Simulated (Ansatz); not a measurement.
Zinc-blende InN (metastable phase), treated with PBE-D3(BJ) (Ansatz, a quantum-chemistry and plane-wave program, plane waves, PAW).

Numerical settings: plane-wave cutoff 520 eV, 24×24×24 k mesh, Fermi–Dirac smearing 0.05 eV, scalar-relativistic PAW data made under PBE.

Cell (relaxed at this level):

```cif
data_InN
_chemical_formula_sum 'In1 N1'
_space_group_name_H-M_alt 'P 1'
_space_group_IT_number 1
_cell_length_a 3.54484
_cell_length_b 3.54484
_cell_length_c 3.54484
_cell_angle_alpha 60.000
_cell_angle_beta 60.000
_cell_angle_gamma 60.000
loop_
_space_group_symop_operation_xyz
  'x, y, z'
loop_
_atom_site_label
_atom_site_type_symbol
_atom_site_fract_x
_atom_site_fract_y
_atom_site_fract_z
_atom_site_occupancy
In1 In 0.00000 0.00000 0.00000 1
N1 N 0.75000 0.75000 0.75000 1
```

### Question
What does this level give for the Voigt–Reuss–Hill bulk modulus, elastic constant C44, Voigt–Reuss–Hill shear modulus (Hill average), elastic constant C11 and elastic constant C12?

### Answer

- Voigt–Reuss–Hill bulk modulus = 128 GPa
- elastic constant C44 = 78.0 GPa
- Voigt–Reuss–Hill shear modulus (Hill average) = 51.2 GPa
- elastic constant C11 = 165 GPa
- elastic constant C12 = 110 GPa

Note: the solid has no gap at this level, which affects its response; the dispersion coefficients are held fixed in the derivatives.

Elastic constants are with the ions relaxed.

Spin–orbit coupling is not included.

The computed numbers hold no vibrational or temperature effects.

Computing time: about 19 core-minutes (a rough figure).
